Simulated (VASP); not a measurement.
Zn, 6 atoms in the cell. The cell holds a slab with vacuum, 6 atoms: a = 2.617 Å, b = 2.619 Å, c = 27.159 Å, α = 90.00°, β = 90.00°, γ = 119.98°. The slab is cut from a database's or a generator's crystal, which needn't be the stable form of the element.

```yaml
Program: VASP 6.6.1
Task: work function
Functional: PBE
Potentials_or_basis: VASP PAW PBE potentials, release 64 (Zn)
Cutoff: 520 eV
k_mesh: 12 × 12 × 1
Occupations: fermi-dirac, width 0.05 eV
Spin: no spin polarisation
Dipole_correction: yes
Further_INCAR_settings: ALGO = Normal; EDIFF = 1e-07; EFIELD = -0.1
```

Potentials or basis: VASP PAW PBE potentials, release 64 (Zn).

Run with:

```console
$ cat potpaw_PBE.64/Zn/POTCAR > POTCAR
$ mpirun -np 1 vasp_std > vasp.out
```

Hardware: 1 thread of Intel(R) Xeon(R) Platinum 8559C (Emerald Rapids) (shared host).

Question: How long does it take, and how much memory?

Answer: Wall time 6.7 min on 1 thread of Intel(R) Xeon(R) Platinum 8559C (Emerald Rapids), on a shared host, peak memory 0.39 GiB. Counts: scf iterations 30, k points 43.
